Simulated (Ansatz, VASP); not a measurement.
**Hf in VASP and in Ansatz**

```
CELL_PARAMETERS angstrom
-1.78881 1.78881 1.78881
1.78881 -1.78881 1.78881
1.78881 1.78881 -1.78881
ATOMIC_POSITIONS crystal
Hf 0.00000 0.00000 0.00000
```

Alike in both runs: task single point; functional LDA; k mesh 14 × 14 × 14; occupations fermi-dirac, width 0.1 eV; no spin polarisation.

```csv
,VASP,Ansatz
version,VASP 6.6.1,Ansatz 0.2.0
potentials or method,"VASP PAW LDA potentials, release 64 (Hf_pv)","plane waves (420 eV) with PAW, scalar-relativistic"
plane-wave cutoff (eV),520,420
valence electrons in the cell,10,26
```

```tsv
	VASP	Ansatz	Ansatz less VASP
pressure (GPa)	-10.5	-10.5	-0.03
```

The two sets of potentials don't hold the same shells in valence. Ansatz warned: «pseudo_functional_mismatch».

The runs have no spin-orbit coupling, so splittings on Hf are missing.
